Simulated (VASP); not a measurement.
# Si (Fd-3m) in VASP: a series of runs

One crystal, Si, is run at these levels: PBE; tasks: single point, relaxation of cell and atoms.

All numbers are computed with VASP 6.6.1; they aren't measurements. Logs are shortened: lines on timing, memory, paths and dates and some standing lists are left out, and cuts for length are marked.

## Step 1: The crystal as given

Symmetry: Fd-3m, No. 227, cubic system. Conventional cell: a = 5.470 Å, b = 5.470 Å, c = 5.470 Å, α = 90.00°, β = 90.00°, γ = 90.00°. Si (site symmetry -43m) is surrounded by 4 Si at 2.37 Å.

The cell was built by a generator and needn't be a form met in nature.

## Step 2: Single point, PBE

INCAR reads:

```
SYSTEM = Si
PREC = Accurate ; ENCUT = 520
EDIFF = 1E-6 ; ISMEAR = 0
SIGMA = 0.01 ; LREAL = .False.
LASPH = .True. ; NELM = 100
ALGO = Normal ; ISIF = 2
LWAVE = .False. ; LCHARG = .False.
GGA = PE ; NBANDS = 11
```

KPOINTS reads:

```
regular mesh
0
Gamma
  10 10 10
  0 0 0
```

POSCAR reads:

```
Si
1.0
    0.0000000000      2.7351084682      2.7351084682
    2.7351084682      0.0000000000      2.7351084682
    2.7351084682      2.7351084682      0.0000000000
Si
2
Direct
    0.0000000000      0.0000000000      0.0000000000
    0.2500000000      0.2500000000      0.2500000000
```

Potentials or basis: VASP PAW PBE potentials, release 64 (Si).

On the command line:

```console
$ cat potpaw_PBE.64/Si/POTCAR > POTCAR
$ mpirun -np 1 vasp_std > vasp.out
```

OUTCAR:

```text
SYSTEM = Si
   PREC = Accurate
   ENCUT = 520
   EDIFF = 1E-6
   ISMEAR = 0
   LREAL = .False.
   LASPH = .True.
   NELM = 100
   ISIF = 2
   GGA = PE

 ion  position               nearest neighbor table
   1  0.000  0.000  0.000-   2 2.37   2 2.37   2 2.37   2 2.37
   2  0.250  0.250  0.250-   1 2.37   1 2.37   1 2.37   1 2.37

  LATTYP: Found a face centered cubic cell.
 ALAT       =     5.4702169364

  Lattice vectors:

 A1 = (   0.0000000000,   2.7351084682,   2.7351084682)
 A2 = (   2.7351084682,   0.0000000000,   2.7351084682)
 A3 = (   2.7351084682,   2.7351084682,   0.0000000000)

Analysis of symmetry for initial positions (statically):
=====================================================================
 Subroutine PRICEL returns:
 Original cell was already a primitive cell.

 Routine SETGRP: Setting up the symmetry group for a
 face centered cubic supercell.

 Subroutine GETGRP returns: Found 48 space group operations
 (whereof 24 operations were pure point group operations)
 out of a pool of 48 trial point group operations.

The static configuration has the point symmetry T_d .
 The point group associated with its full space group is O_h .

Analysis of symmetry for dynamics (positions and initial velocities):
=====================================================================
 Subroutine PRICEL returns:
 Original cell was already a primitive cell.

 Routine SETGRP: Setting up the symmetry group for a
 face centered cubic supercell.

 Subroutine GETGRP returns: Found 48 space group operations
 (whereof 24 operations were pure point group operations)
 out of a pool of 48 trial point group operations.

The dynamic configuration has the point symmetry T_d .
 The point group associated with its full space group is O_h .

 Subroutine INISYM returns: Found 48 space group operations
 (whereof 24 operations are pure point group operations),
 and found     1 'primitive' translations

----------------------------------------------------------------------------------------

                                     Primitive cell

  volume of cell :      40.9217

  direct lattice vectors                    reciprocal lattice vectors
     0.000000000  2.735108468  2.735108468    -0.182808106  0.182808106  0.182808106
     2.735108468  0.000000000  2.735108468     0.182808106 -0.182808106  0.182808106
     2.735108468  2.735108468  0.000000000     0.182808106  0.182808106 -0.182808106

  length of vectors
     3.868027490  3.868027490  3.868027490     0.316632928  0.316632928  0.316632928

  position of ions in fractional coordinates (direct lattice)
     0.000000000  0.000000000  0.000000000
     0.250000000  0.250000000  0.250000000

  ion indices of the primitive-cell ions
   primitive index   ion index
                 1           1
                 2           2

----------------------------------------------------------------------------------------

 KPOINTS: regular mesh

Automatic generation of k-mesh.
 Grid dimensions read from file:
 generate k-points for:   10   10   10

 Generating k-lattice:

  Cartesian coordinates                     Fractional coordinates (reciprocal lattice)
    -0.018280811  0.018280811  0.018280811     0.100000000  0.000000000  0.000000000
     0.018280811 -0.018280811  0.018280811     0.000000000  0.100000000  0.000000000
     0.018280811  0.018280811 -0.018280811     0.000000000  0.000000000  0.100000000

  Length of vectors
     0.031663293  0.031663293  0.031663293

  Shift w.r.t. Gamma in fractional coordinates (k-lattice)
     0.000000000  0.000000000  0.000000000

 Subroutine IBZKPT returns following result:
 ===========================================

 Found     47 irreducible k-points:

 Following reciprocal coordinates:
            Coordinates               Weight
  0.000000  0.000000  0.000000      1.000000
  0.100000  0.000000  0.000000      8.000000
  0.200000  0.000000  0.000000      8.000000
  0.300000  0.000000  0.000000      8.000000
  0.400000  0.000000  0.000000      8.000000
  0.500000  0.000000  0.000000      4.000000
[... 16 lines left out ...]
  0.300000  0.300000  0.000000      6.000000
  0.400000  0.300000  0.000000     24.000000
 [... further k-points ...]
   k-points           NKPTS =     47   k-points in BZ     NKDIM =     47   number of bands    NBANDS=     11
   number of dos      NEDOS =    301   number of ions     NIONS =      2
   total plane-waves  NPLWV =  27000
   dimension x,y,z NGX =    30 NGY =   30 NGZ =   30
   dimension x,y,z NGXF=    60 NGYF=   60 NGZF=   60
   ions per type =               2
   NGX,Y,Z   is equivalent  to a cutoff of  12.89, 12.89, 12.89 a.u.
   NGXF,Y,Z  is equivalent  to a cutoff of  25.79, 25.79, 25.79 a.u.
 SYSTEM =  Si
   PREC   = accura    normal or accurate (medium, high low for compatibility)
   ISTART =      0    job   : 0-new  1-cont  2-samecut
   ICHARG =      2    charge: 1-file 2-atom 10-const
   ISPIN  =      1    spin polarized calculation?
   LNONCOLLINEAR =      F non collinear calculations
   LSORBIT =      F    spin-orbit coupling
   LASPH  =      T    aspherical Exc in radial PAW
   ENCUT  =  520.0 eV  38.22 Ry    6.18 a.u.   7.19  7.19  7.19*2*pi/ulx,y,z
   NELM   =    100;   NELMIN=  2; NELMDL= -5     # of ELM steps
   EDIFF  = 0.1E-05   stopping-criterion for ELM
   LREAL  =      F    real-space projection
   EDIFFG = 0.1E-04   stopping-criterion for IOM
   NSW    =      0    number of steps for IOM
   IBRION =     -1    ionic relax: 0-MD 1-quasi-New 2-CG
   NFREE  =      0    steps in history (QN), initial steepest desc. (CG)
   ISIF   =      2    stress and relaxation
   ISYM   =      2    0-nonsym 1-usesym 2-fastsym
   POTIM  = 0.5000    time-step for ionic-motion
   TEBEG  =    0.0;   TEEND  =   0.0 temperature during run
   PSTRESS=    0.0 pullay stress
   NELECT =       8.0000    total number of electrons
   NUPDOWN=      -1.0000    fix difference up-down
   EMIN   =  10.00;   EMAX   =-10.00  energy-range for DOS
   EFERMI =   0.00;   METHOD = LEGACY
   ISMEAR =     0;   SIGMA  =   0.01  broadening in eV -4-tet -1-fermi 0-gaus
   EFERMI_NEDOS =   21; number of points for ismear=-14 and -15
   IALGO  =     38    algorithm
   IMIX   =      4    mixing-type and parameters
     AMIX     =   0.40;   BMIX     =  1.00
     AMIX_MAG =   1.60;   BMIX_MAG =  1.00
  volume/ion in A,a.u.               =      20.46       138.08
  Fermi-wavevector in a.u.,A,eV,Ry     =   0.950139  1.795502 12.282840  0.902763
  Thomas-Fermi vector in A             =   2.078487
   LORBIT       =      0    0 simple, 1 ext, 2 COOP (PROOUT), +10 PAW based schemes
   GGA     = PE    functional components
   LHFCALC =     F    Hartree Fock is set to
   AEXX    =    0.0000 exact exchange contribution
   IVDW    =     0    specifies the selected vdW correction
   LEPSILON=     F    determine dielectric tensor
   LRPA    =     F    only Hartree local field effects (RPA)
 non-spin polarized calculation
 Gauss-broadening in eV      SIGMA  =   0.01
  energy-cutoff  :      520.00
  volume of cell :       40.92
 maximum number of plane-waves:      1114
 NGX is ok and might be reduce to    30
   NGX = 15   NGY = 15   NGZ = 15

 number of electron       8.0000001 magnetization

 Free energy of the ion-electron system (eV)
  ---------------------------------------------------
  ext. energy  EPLUGINS =         0.00000000
  ---------------------------------------------------
  free energy    TOTEN  =       -10.84919860 eV

  energy without entropy =      -10.84919860  energy(sigma->0) =      -10.84919860

 E-fermi :   5.7071     XC(G=0):  -9.3242

 val. band max:        5.6078729756   @ k =   0.0000   0.0000   0.0000
 cond. band min:       6.2271179232   @ k =   0.4000   0.4000   0.0000
 fundamental gap:      0.6192449476
 Fermi energy:         5.7071135807

 k-point     1 :       0.0000    0.0000    0.0000
  band No.  band energies     occupation
      1      -6.2012      2.00000
      2       5.6079      2.00000
      3       5.6079      2.00000
      4       5.6079      2.00000
      5       8.1646      0.00000
      6       8.1646      0.00000
      7       8.1646      0.00000
      8       8.7324      0.00000
      9      13.3167      0.00000
     10      13.3167      0.00000
     11      13.4819      0.00000

 k-point     2 :       0.1000    0.0000    0.0000
  band No.  band energies     occupation
      1      -6.0728      2.00000
      2       4.4659      2.00000
      3       5.4143      2.00000
      4       5.4143      2.00000
      5       8.1285      0.00000
      6       8.4500      0.00000
      7       8.4500      0.00000
      8       9.7046      0.00000
      9      12.9672      0.00000
     10      12.9672      0.00000
     11      14.0113      0.00000

 k-point     3 :       0.2000    0.0000    0.0000
  band No.  band energies     occupation
      1      -5.6936      2.00000
      2       2.6269      2.00000
      3       5.0408      2.00000
      4       5.0408      2.00000
      5       7.7577      0.00000
      6       8.9517      0.00000
      7       8.9517      0.00000
      8      11.4795      0.00000
      9      12.6566      0.00000
     10      12.6566      0.00000
     11      14.6807      0.00000
[... 267 lines left out ...]
 k-point    23 :       0.3000    0.3000    0.0000
  band No.  band energies     occupation
      1      -4.6809      2.00000
      2       1.2041      2.00000
      3       3.4275      2.00000
      4       3.4275      2.00000
      5       6.4984      0.00000
      6       8.0450      0.00000
      7      12.1760      0.00000
      8      12.1760      0.00000
      9      14.5069      0.00000
     10      15.0299      0.00000
     11      17.9198      0.00000

 k-point    24 :       0.4000    0.3000    0.0000
  band No.  band energies     occupation
      1      -4.0802      2.00000
      2       0.2162      2.00000
      3       2.8168      2.00000
      4       3.2260      2.00000
      5       6.6858      0.00000
      6       7.8743      0.00000
      7      12.4592      0.00000
      8      12.6007      0.00000
      9      16.0147      0.00000
     10      16.1401      0.00000
     11      17.6234      0.00000

 [... further k-points ...]

------------------------ aborting loop because EDIFF is reached ----------------------------------------

  FORCE on cell =-STRESS in cart. coord.  units (eV):
  Direction    XX          YY          ZZ          XY          YZ          ZX
  --------------------------------------------------------------------------------------
  -------------------------------------------------------------------------------------
  Total       -0.0191458     -0.0191458     -0.0191458     -0.0000000      0.0000000      0.0000000
  in kB       -0.7496010     -0.7496010     -0.7496010     -0.0000000      0.0000000      0.0000000
  external PRESSURE =      -0.7496010 kB  Pullay stress =       0.0000000 kB

 VOLUME and BASIS-vectors are now :
 -----------------------------------------------------------------------------
  energy-cutoff  :      520.00
  volume of cell :       40.92
      direct lattice vectors                 reciprocal lattice vectors
     0.000000000  2.735108468  2.735108468    -0.182808106  0.182808106  0.182808106
     2.735108468  0.000000000  2.735108468     0.182808106 -0.182808106  0.182808106
     2.735108468  2.735108468  0.000000000     0.182808106  0.182808106 -0.182808106

 POSITION                                       TOTAL-FORCE (eV/Angst)
 -----------------------------------------------------------------------------------
      0.00000      0.00000      0.00000         0.000000      0.000000      0.000000
      1.36755      1.36755      1.36755        -0.000000     -0.000000     -0.000000
 -----------------------------------------------------------------------------------
    total drift:                               -0.000000     -0.000000     -0.000000

  FREE ENERGIE OF THE ION-ELECTRON SYSTEM (eV)
  ---------------------------------------------------
  free  energy   TOTEN  =       -10.8491986001 eV

  energy  without entropy=      -10.8491986001  energy(sigma->0) =      -10.84919860
```

It took 17 s on 1 thread of Intel Xeon Platinum 8259CL at 2.50GHz (Skylake/Cascade Lake), shared host; peak memory 0.16 GiB.

What came out:

* Free energy: -10.8492 eV
* Pressure: -0.1 GPa
* Band gap on the k mesh: 0.62 eV, indirect (least direct gap 2.56 eV)

## Step 3: Relaxation of cell and atoms, PBE

This run uses another cell than the first one, of 20.01 Å³/atom, 0.978 times its volume.

INCAR reads:

```
SYSTEM = Si
PREC = Accurate ; ENCUT = 600
EDIFF = 1E-7 ; ISMEAR = 0
SIGMA = 0.01 ; LREAL = .FALSE.
LASPH = .TRUE. ; NELM = 100
ALGO = Normal ; ISIF = 3
LWAVE = .FALSE. ; LCHARG = .FALSE.
GGA = PE ; IBRION = 2
NSW = 80 ; EDIFFG = -0.005
```

KPOINTS reads:

```
Automatic mesh
0
G
  10 10 10
  0 0 0
```

POSCAR reads:

```
Si
1.0
    0.0000000000      2.7150000000      2.7150000000
    2.7150000000      0.0000000000      2.7150000000
    2.7150000000      2.7150000000      0.0000000000
Si
2
Direct
    0.0000000000      0.0000000000      0.0000000000
    0.2500000000      0.2500000000      0.2500000000
```

Potentials or basis: VASP PAW PBE potentials, release 64 (Si).

On the command line:

```console
$ cat potpaw_PBE.64/Si/POTCAR > POTCAR
$ mpirun -np 1 vasp_std > vasp.out
```

Wall time 27 s (1 thread of Intel Xeon Platinum 8259CL at 2.50GHz (Skylake/Cascade Lake), shared host); peak memory 0.17 GiB.

The run converged. Its results:

```
Free energy                            : -10.8493 eV
Relaxed volume                         : 20.44 Å³/atom
Relaxed cell                           : a = 3.867 Å, b = 3.867 Å, c = 3.867 Å, α = 60.00°, β = 60.00°, γ = 60.00°
Space group after relaxing (to 0.05 Å) : Fd-3m (No. 227)
Energy gained by relaxing              : 2.6 meV/atom
Ionic steps                            : 3
Pressure after relaxing                : 0.0 GPa
Band gap on the k mesh                 : 0.62 eV, indirect (least direct gap 2.56 eV)
```

Step by step:
| step | energy change (eV) | largest force (eV/Å) | pressure (GPa) | volume (Å³) |
| --- | --- | --- | --- | --- |
| 1 | 0.0000 | 0.0000 | 1.99 | 40.03 |
| 2 | -0.0029 | 0.0000 | -1.24 | 41.48 |
| 3 | -0.0052 | 0.0000 | 0.01 | 40.89 |

Final structure:
```cif
data_structure
_symmetry_space_group_name_H-M 'P 1'
_symmetry_Int_Tables_number 1
_cell_length_a 3.8669
_cell_length_b 3.8669
_cell_length_c 3.8669
_cell_angle_alpha 60.000
_cell_angle_beta 60.000
_cell_angle_gamma 60.000
_cell_volume 40.89
loop_
_atom_site_label
_atom_site_type_symbol
_atom_site_fract_x
_atom_site_fract_y
_atom_site_fract_z
_atom_site_occupancy
Si1 Si 0.00000 0.00000 0.00000 1
Si2 Si 0.25000 0.25000 0.25000 1
```

Levels at points of the mesh, in eV from the valence-band top:
| k point | band 2 | band 3 | band 4 | band 5 | band 6 | band 7 |
| --- | --- | --- | --- | --- | --- | --- |
| (0.00, 0.00, 0.00) | 0.00 | 0.00 | 0.00 | 2.56 | 2.56 | 2.56 |
| (0.50, 0.00, 0.00) | -6.87 | -1.18 | -1.18 | 1.47 | 3.35 | 3.35 |
| (0.50, 0.50, 0.00) | -7.75 | -2.79 | -2.79 | 0.75 | 0.75 | 9.94 |

A k mesh can miss the band edges.
